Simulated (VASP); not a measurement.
## 1T-MgI2 monolayer and its bilayer

Aim: relax 1T-MgI2 monolayer, place its levels against the vacuum, then find how two sheets stack and bind.

Main program and level: VASP 6.6.1; PBE with D3(BJ); plane waves and PAW (Mg, I), in the first sound run; inputs show where later runs differ.

## (1) The starting structure

The cell holds 3 atoms: 1 Mg and 2 I. Cell: a = 4.200 Å, b = 4.200 Å, c = 22.000 Å, α = 90.0°, β = 90.0°, γ = 120.0°. Vacuum lies along c.

Structure file:

```xyz
3
Lattice="4.2000 0.0000 0.0000 -2.1000 3.6373 0.0000 0.0000 0.0000 22.0000" Properties=species:S:1:pos:R:3
Mg    0.0000    0.0000   11.0000
I     0.0000    2.4249    9.2000
I     2.1000    1.2124   12.8000
```

## (2) Relaxing the monolayer

The sheet's cell relaxes in its plane with the atoms, while the vacuum is kept.

Input file INCAR:

```
SYSTEM = MgI2
PREC = Normal
ENCUT = 350
EDIFF = 1E-06
NELM = 120
ISMEAR = 0
SIGMA = 0.03
LREAL = .FALSE.
ALGO = Normal
GGA = PE
IVDW = 12
NBANDS = 14
LORBIT = 11
LWAVE = .FALSE.
LCHARG = .FALSE.
KPAR = 4
IBRION = 2
NSW = 50
ISIF = 3
EDIFFG = -0.015
POTIM = 0.4
IDIPOL = 3
LDIPOL = .TRUE.
DIPOL = 0.5 0.5 0.5
LATTICE_CONSTRAINTS = .TRUE. .TRUE. .FALSE.
```

Input file POSCAR:

```
MgI2
1.0
    4.2000000000      0.0000000000      0.0000000000
   -2.1000000000      3.6373066959      0.0000000000
    0.0000000000      0.0000000000     22.0000000000
Mg I
1 2
Direct
    0.0000000000      0.0000000000      0.5000000000
    0.3333333333      0.6666666667      0.4181818182
    0.6666666667      0.3333333333      0.5818181818
```

Input file KPOINTS:

```
Automatic mesh
0
Gamma
9 9 1
0 0 0
```

The projector-augmented-wave data sets are Mg and I (PBE family, release 64).

The run is started by

```console
$ mpirun -np 4 vasp_std
```

The program printed:

```text
[banner, memory and clock lines left out]
running    4 mpi-ranks, on    1 nodes
 distrk:  each k-point on    1 cores,    4 groups
 distr:  one band on    1 cores,    1 groups

 POSCAR found type information on POSCAR MgI
 POSCAR found :  2 types and       3 ions
 LDA part: xc-table for (Slater+PW92), standard interpolation
 POSCAR, INCAR and KPOINTS ok, starting setup
 FFT: planning ... GRIDC
 FFT: planning ... GRID_SOFT
 FFT: planning ... GRID
 WAVECAR not read
 entering main loop
       N       E                     dE             d eps       ncg     rms          rms(c)
DAV:   1     0.959817066955E+02    0.95982E+02   -0.36137E+03   336   0.558E+02
DAV:   2     0.549865541428E+01   -0.90483E+02   -0.82659E+02   566   0.113E+02
DAV:   3    -0.741702578871E+01   -0.12916E+02   -0.12798E+02   444   0.513E+01
DAV:   4    -0.786546845111E+01   -0.44844E+00   -0.44820E+00   440   0.121E+01
DAV:   5    -0.787623879417E+01   -0.10770E-01   -0.10770E-01   482   0.221E+00    0.360E+00
DAV:   6    -0.769707192172E+01    0.17917E+00   -0.17662E-01   444   0.215E+00    0.251E+00
DAV:   7    -0.766744898266E+01    0.29623E-01   -0.20414E-01   390   0.224E+00    0.623E-01
DAV:   8    -0.766031077260E+01    0.71382E-02   -0.21595E-02   402   0.800E-01    0.386E-01
DAV:   9    -0.766052157676E+01   -0.21080E-03   -0.37928E-03   450   0.349E-01    0.302E-01
DAV:  10    -0.766042560381E+01    0.95973E-04   -0.35515E-04   402   0.131E-01    0.708E-02
DAV:  11    -0.766044384897E+01   -0.18245E-04   -0.42068E-05   438   0.322E-02    0.606E-02
DAV:  12    -0.766045018657E+01   -0.63376E-05   -0.44835E-06   468   0.130E-02    0.289E-02
DAV:  13    -0.766045831852E+01   -0.81319E-05   -0.18836E-06   356   0.682E-03    0.362E-03
DAV:  14    -0.766047945443E+01   -0.21136E-04   -0.14776E-06   386   0.662E-03    0.190E-02
DAV:  15    -0.766048437122E+01   -0.49168E-05   -0.26514E-07   366   0.271E-03    0.141E-02
DAV:  16    -0.766049735306E+01   -0.12982E-04   -0.26012E-06   426   0.646E-03    0.122E-02
DAV:  17    -0.766050010174E+01   -0.27487E-05   -0.20635E-07   348   0.246E-03    0.534E-03
DAV:  18    -0.766050116932E+01   -0.10676E-05   -0.98274E-08   354   0.152E-03    0.824E-04
DAV:  19    -0.766050199228E+01   -0.82295E-06   -0.21791E-08   348   0.775E-04
   1 F= -.83211224E+01 E0= -.83211224E+01  d E =-.832112E+01
 curvature:   0.00 expect dE= 0.000E+00 dE for cont linesearch  0.000E+00
 trial: gam= 0.00000 g(F)=  0.305E-01 g(S)=  0.535E-01 ort = 0.000E+00 (trialstep = 0.100E+01)
 search vector abs. value=  0.839E-01
 bond charge predicted
       N       E                     dE             d eps       ncg     rms          rms(c)
DAV:   1    -0.779634676560E+01   -0.13585E+00   -0.30326E+00   336   0.852E+00    0.158E+00
DAV:   2    -0.771412922892E+01    0.82218E-01   -0.15072E-01   396   0.235E+00    0.784E-01
DAV:   3    -0.769321981902E+01    0.20909E-01   -0.56270E-02   408   0.107E+00    0.287E-01
DAV:   4    -0.769210336178E+01    0.11165E-02   -0.21720E-03   422   0.275E-01    0.324E-01
DAV:   5    -0.769137474718E+01    0.72861E-03   -0.12038E-03   440   0.174E-01    0.123E-01
DAV:   6    -0.769130666073E+01    0.68086E-04   -0.21531E-04   520   0.859E-02    0.284E-02
DAV:   7    -0.769131514546E+01   -0.84847E-05   -0.16877E-05   446   0.229E-02    0.118E-02
DAV:   8    -0.769132242433E+01   -0.72789E-05   -0.46300E-06   426   0.107E-02    0.107E-02
DAV:   9    -0.769132949817E+01   -0.70738E-05   -0.56469E-07   318   0.410E-03    0.204E-03
DAV:  10    -0.769134355883E+01   -0.14061E-04   -0.11877E-06   368   0.437E-03    0.527E-03
DAV:  11    -0.769135246774E+01   -0.89089E-05   -0.71427E-07   362   0.304E-03    0.178E-03
DAV:  12    -0.769135813520E+01   -0.56675E-05   -0.26994E-07   318   0.194E-03    0.320E-03
DAV:  13    -0.769135896033E+01   -0.82513E-06   -0.49025E-08   360   0.831E-04
   2 F= -.83843697E+01 E0= -.83843697E+01  d E =-.632473E-01
[...]
3 F= -.84015490E+01 E0= -.84015490E+01  d E =-.804267E-01
[...]
4 F= -.84015876E+01 E0= -.84015876E+01  d E =-.804653E-01
[...]
5 F= -.84100883E+01 E0= -.84100883E+01  d E =-.850067E-02
[...]
6 F= -.84247203E+01 E0= -.84247203E+01  d E =-.231327E-01
[...]
7 F= -.84260843E+01 E0= -.84260843E+01  d E =-.244966E-01
 curvature:  -3.36 expect dE=-0.684E-03 dE for cont linesearch -0.463E-06
 trial: gam=-0.02683 g(F)=  0.200E-04 g(S)=  0.183E-03 ort = 0.350E-04 (trialstep = 0.215E+01)
 search vector abs. value=  0.208E-03
 bond charge predicted
       N       E                     dE             d eps       ncg     rms          rms(c)
DAV:   1    -0.772139441485E+01   -0.52600E-02   -0.35010E-02   348   0.888E-01    0.182E-01
DAV:   2    -0.772030868470E+01    0.10857E-02   -0.19166E-03   432   0.258E-01    0.924E-02
DAV:   3    -0.772002325669E+01    0.28543E-03   -0.66242E-04   396   0.116E-01    0.296E-02
DAV:   5    -0.771999016663E+01    0.10190E-04   -0.18128E-05   466   0.213E-02    0.926E-03
DAV:   6    -0.771999030676E+01   -0.14014E-06   -0.13719E-06   324   0.807E-03
   8 F= -.84261964E+01 E0= -.84261964E+01  d E =-.112162E-03
 trial-energy change:   -0.000112  1 .order   -0.000115   -0.000435    0.000206
 step:   1.4591(harm=  1.4591)  dis= 0.00139  next Energy=    -8.426232 (dE=-0.148E-03)
 reached required accuracy - stopping structural energy minimisation
```

Elapsed: 39 s, on 4 MPI ranks of AMD EPYC 7R43, shared host; peak memory 0.8 GiB.

Lines that name or quote the potential files are left out of all logs, and their timing lines are given in words.

OUTCAR, selected parts (step 2):

```text
ion  position               nearest neighbor table
   1  0.000  0.000  0.500-   2 3.02   3 3.02   3 3.02   2 3.02   3 3.02   2 3.02
   2  0.333  0.667  0.418-   1 3.02   1 3.02   1 3.02
   3  0.667  0.333  0.582-   1 3.02   1 3.02   1 3.02

  LATTYP: Found a hexagonal cell.
 ALAT       =     4.2000000000
 C/A-ratio  =     5.2380952381

 Subroutine GETGRP returns: Found 12 space group operations
 (whereof 12 operations were pure point group operations)

The static configuration has the point symmetry D_3d.

 Found     12 irreducible k-points:

   k-points           NKPTS =     12   k-points in BZ     NKDIM =     12   number of bands    NBANDS=     14

   dimension x,y,z NGX =    20 NGY =   20 NGZ =  108
   dimension x,y,z NGXF=    40 NGYF=   40 NGZF=  216

   ENCUT  =  350.0 eV  25.72 Ry    5.07 a.u.   6.41  6.41 33.56*2*pi/ulx,y,z

   NELECT =      16.0000    total number of electrons

 k-points in reciprocal lattice and weights: Automatic mesh
   0.00000000  0.00000000  0.00000000       0.012
   0.11111111  0.00000000  0.00000000       0.074
   0.22222222 -0.00000000  0.00000000       0.074
   0.33333333  0.00000000  0.00000000       0.074
   0.44444444 -0.00000000  0.00000000       0.074
   0.11111111  0.11111111  0.00000000       0.074
   0.22222222  0.11111111  0.00000000       0.148
   0.33333333  0.11111111  0.00000000       0.148
   0.44444444  0.11111111  0.00000000       0.074
   0.22222222  0.22222222  0.00000000       0.074
   0.33333333  0.22222222  0.00000000       0.148
   0.33333333  0.33333333  0.00000000       0.025

 Edisp (eV)   -0.70995

 dipolmoment           0.000000      0.000000      0.000000 electrons x Angstroem

 average (electrostatic) potential at core
       1 -44.6865       2 -98.2122       3 -98.2122

 E-fermi :  -3.4953

 k-point     1 :       0.0000    0.0000    0.0000
  band No.  band energies     occupation
    ...
      4      -4.3799      2.00000
      5      -3.9033      2.00000
      6      -3.9033      2.00000
      7      -3.6317      2.00000
      8      -3.6317      2.00000
      9       0.4422      0.00000
     10       1.3038      0.00000
     11       2.3678      0.00000
     12       2.3772      0.00000
     13       2.9666      0.00000
    ...

 k-point     2 :       0.1111    0.0000    0.0000
  band No.  band energies     occupation
    ...
      4      -4.5581      2.00000
      5      -4.2158      2.00000
      6      -4.0553      2.00000
      7      -4.0398      2.00000
      8      -3.6667      2.00000
      9       0.8510      0.00000
     10       1.7700      0.00000
     11       2.3239      0.00000
     12       2.4262      0.00000
     13       2.8876      0.00000
    ...

 k-point     3 :       0.2222   -0.0000    0.0000
  band No.  band energies     occupation
    ...
      4      -5.4504      2.00000
      5      -4.8076      2.00000
      6      -4.3555      2.00000
      7      -4.2383      2.00000
      8      -3.8054      2.00000
      9       1.0269      0.00000
     10       1.8399      0.00000
     11       2.4510      0.00000
     12       2.9102      0.00000
     13       3.2902      0.00000
    ...

 Edisp (eV)   -0.70621

  Total      -0.03678    -0.03678    -0.05578    -0.00000     0.00000    -0.00000
  in kB      -0.18131    -0.18131    -0.27498    -0.00000     0.00000    -0.00000
  external pressure =       -0.21 kB  Pullay stress =        0.00 kB

  energy-cutoff  :      350.00
  volume of cell :      324.98
      direct lattice vectors                 reciprocal lattice vectors
     4.130023183 -0.000000000  0.000000000     0.242129391  0.139793469  0.000000000
    -2.065011592  3.576704995  0.000000000     0.000000000  0.279586939  0.000000000
     0.000000000  0.000000000 22.000000000     0.000000000  0.000000000  0.045454545

 POSITION                                       TOTAL-FORCE (eV/Angst)
 -----------------------------------------------------------------------------------
      4.13002     -0.00000     11.00000        -0.000000      0.000000      0.000000
     -0.00000      2.38447      9.31721         0.000000      0.000000      0.011015
      2.06501      1.19223     12.68279        -0.000000     -0.000000     -0.011015
 -----------------------------------------------------------------------------------
    total drift:                               -0.000000      0.000000      0.000000

  FREE ENERGIE OF THE ION-ELECTRON SYSTEM (eV)
  ---------------------------------------------------
  free  energy   TOTEN  =        -8.4261964367 eV

  energy  without entropy=       -8.4261964367  energy(sigma->0) =       -8.42619644

 reached required accuracy - stopping structural energy minimisation

 vacuum level on the upper side and lower side of the slab         2.497         2.497

 total charge
# of ion       s       p       d       tot
------------------------------------------
    1        0.139   0.113   0.028   0.280
    2        1.505   2.827   0.012   4.344
    3        1.505   2.827   0.012   4.344
--------------------------------------------------
tot          3.150   5.766   0.053   8.969

[... 3 further parts left out ...]
```

CONTCAR:

```
MgI2
   1.00000000000000
     4.1300231831678147   -0.0000000000000000    0.0000000000000000
    -2.0650115915839073    3.5767049948470619    0.0000000000000000
     0.0000000000000000    0.0000000000000000   22.0000000000000000
  Mg              I
     1     2
Direct
     1.0000000000000000    0.0000000000000000    0.5000000000000000
     0.3333333332999970    0.6666666667000030    0.4235094828136926
     0.6666666667000030    0.3333333332999970    0.5764905171863073
```

The gap is read on the k-mesh alone, so it is an upper bound where the band edges lie off the mesh. The run keeps the 12 symmetry operations of its start, so it cannot find a distortion of lower symmetry.

Relaxation path:

```
step  energy less that of the first step (eV)  largest force (eV/Å)  pressure (GPa)  volume (Å³)
   1                                   0.0000                0.6282           -0.82       336.09
   2                                  -0.0632                0.4403           -0.43       323.74
   3                                  -0.0804                0.2691           -0.07       314.31
   4                                  -0.0805                0.2573           -0.04       313.72
   5                                  -0.0890                0.2053           -0.03       315.59
   6                                  -0.1036                0.0485            0.01       321.24
   7                                  -0.1050                0.0161            0.03       323.56
   8                                  -0.1051                0.0110           -0.02       324.98
```

```
cell as run  before  after  change
      a (Å)   4.200  4.130  -1.7 %
      b (Å)   4.200  4.130  -1.7 %
```

The atoms that moved most (Å, along periodic axes as changes of fractional coordinates times the final cell, across vacuum about the mean position):

```
atom     dx     dy      dz  length
  I2  0.000  0.000   0.117   0.117
  I3  0.000  0.000  -0.117   0.117
```

The relaxed structure:

```cif
data_structure
_symmetry_space_group_name_H-M 'P 1'
_symmetry_Int_Tables_number 1
_cell_length_a 4.1300
_cell_length_b 4.1300
_cell_length_c 22.0000
_cell_angle_alpha 90.000
_cell_angle_beta 90.000
_cell_angle_gamma 120.000
_cell_volume 324.98
loop_
_atom_site_label
_atom_site_type_symbol
_atom_site_fract_x
_atom_site_fract_y
_atom_site_fract_z
_atom_site_occupancy
Mg1 Mg 0.00000 0.00000 0.50000 1
I2 I 0.33333 0.66667 0.42351 1
I3 I 0.66667 0.33333 0.57649 1
```

This step gave:

| Property | Result |
| --- | --- |
| electronic cycles | 85 |
| electrons | 16 |
| free energy (TOTEN) | -8.426 eV |
| Fermi energy | -3.495 eV |
| metallic | no |
| dipole moment | 0, 0, 0 e·Å |
| gap on the k-mesh | 3.674 eV |
| least direct gap on the k-mesh | 4.074 eV |

The run ended after 8 ionic steps, 0.105 eV below its first step, once forces and stress met EDIFFG = -0.015.

## (3) A second relaxation

The plane waves were chosen for the start cell, so the relaxation is repeated from its end.

Edit INCAR of step 2 so:

```diff
@@ -17,3 +17,3 @@
 IBRION = 2
-NSW = 50
+NSW = 30
 ISIF = 3
```

Input file POSCAR:

```
MgI2
1.0
    4.1300231832      0.0000000000      0.0000000000
   -2.0650115916      3.5767049948      0.0000000000
    0.0000000000      0.0000000000     22.0000000000
Mg I
1 2
Direct
    0.0000000000      0.0000000000      0.5000000000
    0.3333333333      0.6666666667      0.4235094828
    0.6666666667      0.3333333333      0.5764905172
```

KPOINTS is that of step 2.

The run is started by

```console
$ mpirun -np 4 vasp_std
```

The program printed:

```text
[... set-up lines as in an earlier step ...]
 entering main loop
       N       E                     dE             d eps       ncg     rms          rms(c)
DAV:   1     0.964089131509E+02    0.96409E+02   -0.36743E+03   336   0.563E+02
DAV:   2     0.459872344329E+01   -0.91810E+02   -0.83925E+02   548   0.114E+02
DAV:   3    -0.746214506921E+01   -0.12061E+02   -0.11962E+02   450   0.503E+01
DAV:   4    -0.786318751885E+01   -0.40104E+00   -0.40082E+00   448   0.116E+01
DAV:   5    -0.787335124148E+01   -0.10164E-01   -0.10163E-01   478   0.214E+00    0.398E+00
DAV:   6    -0.774589053075E+01    0.12746E+00   -0.13903E-01   444   0.185E+00    0.271E+00
DAV:   7    -0.772623235607E+01    0.19658E-01   -0.19436E-01   432   0.218E+00    0.580E-01
DAV:   8    -0.771930267510E+01    0.69297E-02   -0.23223E-02   432   0.802E-01    0.332E-01
DAV:   9    -0.771950531617E+01   -0.20264E-03   -0.21543E-03   438   0.278E-01    0.255E-01
DAV:  10    -0.771946465350E+01    0.40663E-04   -0.20586E-04   444   0.102E-01    0.495E-02
DAV:  11    -0.771949290493E+01   -0.28251E-04   -0.50917E-05   396   0.328E-02    0.494E-02
DAV:  12    -0.771950517463E+01   -0.12270E-04   -0.33358E-06   450   0.104E-02    0.221E-02
DAV:  13    -0.771953320863E+01   -0.28034E-04   -0.32363E-06   402   0.844E-03    0.217E-02
DAV:  14    -0.771956125874E+01   -0.28050E-04   -0.37919E-06   414   0.794E-03    0.198E-02
DAV:  15    -0.771956345954E+01   -0.22008E-05   -0.21915E-07   366   0.237E-03    0.126E-02
DAV:  16    -0.771957711529E+01   -0.13656E-04   -0.13563E-06   348   0.462E-03    0.291E-03
DAV:  17    -0.771957987634E+01   -0.27610E-05   -0.17944E-07   336   0.190E-03    0.469E-03
DAV:  18    -0.771958177104E+01   -0.18947E-05   -0.48221E-08   288   0.112E-03    0.284E-04
DAV:  19    -0.771958293023E+01   -0.11592E-05   -0.48370E-08   300   0.876E-04    0.118E-03
DAV:  20    -0.771958320862E+01   -0.27839E-06   -0.16644E-08   330   0.483E-04
   1 F= -.84257893E+01 E0= -.84257893E+01  d E =-.842579E+01
 curvature:   0.00 expect dE= 0.000E+00 dE for cont linesearch  0.000E+00
 trial: gam= 0.00000 g(F)=  0.864E-05 g(S)=  0.334E-04 ort = 0.000E+00 (trialstep = 0.100E+01)
 search vector abs. value=  0.420E-04
 reached required accuracy - stopping structural energy minimisation
```

Wall time 9.2 s (4 MPI ranks); peak memory 0.71 GiB; 30 s of CPU time.

Parts of OUTCAR (step 3):

```text
  LATTYP: Found a hexagonal cell.
 ALAT       =     4.1300231832
 C/A-ratio  =     5.3268466118

The static configuration has the point symmetry D_3d.

 Found     12 irreducible k-points:

   ENCUT  =  350.0 eV  25.72 Ry    5.07 a.u.   6.30  6.30 33.56*2*pi/ulx,y,z

   NELECT =      16.0000    total number of electrons

 E-fermi :  -3.5055

 k-point     1 :       0.0000    0.0000    0.0000
  band No.  band energies     occupation
    ...
      4      -4.3819      2.00000
      5      -3.9055      2.00000
      6      -3.9055      2.00000
      7      -3.6339      2.00000
      8      -3.6339      2.00000
      9       0.4395      0.00000
     10       1.3016      0.00000
     11       2.3381      0.00000
     12       2.3542      0.00000
     13       2.9935      0.00000
    ...

 k-point     2 :       0.1111    0.0000    0.0000
  band No.  band energies     occupation
    ...
      4      -4.5602      2.00000
      5      -4.2179      2.00000
      6      -4.0575      2.00000
      7      -4.0419      2.00000
      8      -3.6688      2.00000
      9       0.8480      0.00000
     10       1.7673      0.00000
     11       2.3099      0.00000
     12       2.4009      0.00000
     13       2.8901      0.00000
    ...

 Edisp (eV)   -0.70621

  Total      -0.03600    -0.03600    -0.05112    -0.00000    -0.00000     0.00000
  in kB      -0.17751    -0.17751    -0.25204    -0.00000    -0.00000     0.00000
  external pressure =       -0.20 kB  Pullay stress =        0.00 kB

  energy-cutoff  :      350.00
  volume of cell :      324.98
      direct lattice vectors                 reciprocal lattice vectors
     4.130023183  0.000000000  0.000000000     0.242129391  0.139793469  0.000000000
    -2.065011592  3.576704995  0.000000000     0.000000000  0.279586939  0.000000000
     0.000000000  0.000000000 22.000000000     0.000000000  0.000000000  0.045454545

 POSITION                                       TOTAL-FORCE (eV/Angst)
 -----------------------------------------------------------------------------------
      0.00000      0.00000     11.00000        -0.000000      0.000000      0.000000
     -0.00000      2.38447      9.31721        -0.000000      0.000000      0.010581
      2.06501      1.19223     12.68279         0.000000     -0.000000     -0.010581
 -----------------------------------------------------------------------------------
    total drift:                                0.000000     -0.000000     -0.000000

  FREE ENERGIE OF THE ION-ELECTRON SYSTEM (eV)
  ---------------------------------------------------
  free  energy   TOTEN  =        -8.4257893385 eV

  energy  without entropy=       -8.4257893385  energy(sigma->0) =       -8.42578934

 vacuum level on the upper side and lower side of the slab         2.570         2.570

[... 6 parts as in an earlier step ...]

[... 7 further parts left out ...]
```

CONTCAR:

```
MgI2
   1.00000000000000
     4.1300231831999996    0.0000000000000000    0.0000000000000000
    -2.0650115915999998    3.5767049948000000    0.0000000000000000
     0.0000000000000000    0.0000000000000000   22.0000000000000000
  Mg              I
     1     2
Direct
     0.0000000000000000    0.0000000000000000    0.5000000000000000
     0.3333333332999970    0.6666666667000030    0.4235094828000001
     0.6666666667000030    0.3333333332999970    0.5764905171999999
```

Little changed from the start: no atom moved by 0.005 Å and no cell edge by 0.1 %.

This step gave:

```
electronic cycles              : 20
Fermi energy                   : -3.506 eV
least direct gap on the k-mesh : 4.073 eV
```

The start already met the threshold, so nothing moved.

[end of part 1 of 5]

[Lines on the potential files, build, host, timing and source positions are cut from VASP's logs without a mark.]

[Logs are printed without paths, hosts, clocks, repeated set-up lines and the standing remarks that a program may print on its own settings, such as how far it seeks lower states.]

[Hosts, paths, dates, database ids (printed as entryN), source tags and the programs' standing remarks are cut or masked in the printed files.]

[Runs that stopped without an error message from VASP are left out.]
